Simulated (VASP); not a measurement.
**VASP 6.6.1 run: BeTe**

INCAR

```
NELM = 120
SIGMA = 0.2
NBANDS = 11
ISIF = 2
ISMEAR = 0
LWAVE = .FALSE.
IBRION = -1
EDIFF = 1E-7
LCHARG = .FALSE.
PREC = Accurate
LREAL = .FALSE.
GGA = PE
LASPH = .TRUE.
ENCUT = 520
NSW = 0
```

KPOINTS

```
KPOINTS created by Atomic Simulation Environment
0
Gamma
8 8 8
0 0 0
```

POSCAR

```
Be Te
 1.0000000000000000
     0.0000000000000000    2.8003373892000001    2.8003373892000001
     2.8003373892000001    0.0000000000000000    2.8003373892000001
     2.8003373892000001    2.8003373892000001    0.0000000000000000
 Be  Te
   1   1
Cartesian
  0.0000000000000000  0.0000000000000000  0.0000000000000000
  1.4001686946000000  1.4001686946000000  1.4001686946000000
```

The recommended PBE PAW datasets give the neutral cell 8 valence electrons.

Command

```
mpirun -np 1 vasp_std
```

**Question.** How does this run end, and what does it give?

**Answer.** It converged. Results: gap between bands v and c on the k mesh 1.93 eV; least direct gap on the k mesh 3.60 eV; pressure 2.2 GPa. Band v is the last that the valence electrons fill when counted band by band, and c is the next.

OSZICAR

```
N       E                     dE             d eps       ncg     rms          rms(c)
DAV:   1     0.184985936555E+02    0.18499E+02   -0.33544E+03   638   0.594E+02
DAV:   2    -0.668146727430E+01   -0.25180E+02   -0.24313E+02   836   0.932E+01
DAV:   3    -0.774916858033E+01   -0.10677E+01   -0.10662E+01   823   0.199E+01
DAV:   4    -0.776035381486E+01   -0.11185E-01   -0.11184E-01   780   0.227E+00
DAV:   5    -0.776060814388E+01   -0.25433E-03   -0.25433E-03   804   0.327E-01    0.424E+00
DAV:   6    -0.764642953646E+01    0.11418E+00   -0.13753E-01   743   0.151E+00    0.253E+00
DAV:   7    -0.761287808628E+01    0.33551E-01   -0.10956E-01   753   0.145E+00    0.510E-01
DAV:   8    -0.761348550015E+01   -0.60741E-03   -0.65761E-03   731   0.468E-01    0.828E-02
DAV:   9    -0.761373600781E+01   -0.25051E-03   -0.34104E-04   756   0.109E-01    0.329E-02
DAV:  10    -0.761380112992E+01   -0.65122E-04   -0.82973E-05   717   0.473E-02    0.167E-02
DAV:  11    -0.761380264681E+01   -0.15169E-05   -0.23549E-06   818   0.896E-03    0.124E-02
DAV:  12    -0.761380499653E+01   -0.23497E-05   -0.51715E-06   698   0.133E-02    0.890E-03
DAV:  13    -0.761380509220E+01   -0.95677E-07   -0.41674E-08   782   0.149E-03
   1 F= -.76138051E+01 E0= -.76138051E+01  d E =-.764622E-11
```

Standard output (part)

```
POSCAR found type information on POSCAR BeTe
 POSCAR found :  2 types and       2 ions
 LDA part: xc-table for (Slater+PW92), standard interpolation
 POSCAR, INCAR and KPOINTS ok, starting setup
 WAVECAR not read
 entering main loop
```

For comparison, a separate PBE run of the intended cell, on usual settings and not on those above, gives a gap of 1.93 eV on its mesh and a pressure of 2.2 GPa.
